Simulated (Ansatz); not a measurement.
GaAs:

```
As Ga
1.0
     0.00000    2.82685    2.82685
     2.82685    0.00000    2.82685
     2.82685    2.82685    0.00000
As Ga
1 1
Direct
  0.75000 0.75000 0.75000
  0.00000 0.00000 0.00000
```

* Program: Ansatz 0.2.0
* Task: relaxation of cell and atoms
* Functional: PBE
* Potentials or basis: all-electron LAPW, non-relativistic
* Basis error allowed: 0.001 eV/atom
* k mesh: 8 × 8 × 8
* Occupations: fixed
* Spin: no spin polarisation

At the start: volume 22.59 Å³/atom.

Where does the relaxation end?

Over 5 steps the energy falls by 15.0 meV/atom and the volume is 23.87 Å³/atom (+5.7 %); space group F-43m (No. 216, to 0.05 Å).

Step by step:
| step | energy change (eV) | largest force (eV/Å) | volume (Å³) |
| --- | --- | --- | --- |
| 1 | 0.0000 | 0.0000 | 45.18 |
| 2 | -0.0293 | 0.0000 | 47.32 |
| 3 | -0.0300 | 0.0000 | 47.69 |
| 4 | -0.0301 | 0.0000 | 47.73 |
| 5 | -0.0301 | 0.0000 | 47.73 |

Final structure:
```xyz
2
Lattice="0.0000 2.8792 2.8792 2.8792 0.0000 2.8792 2.8792 2.8792 0.0000" Properties=species:S:1:pos:R:3 pbc="T T T"
As    4.3187    4.3187    4.3187
Ga    0.0000    0.0000    0.0000
```

Caveat: relativity is left out, which matters for the heavier elements.
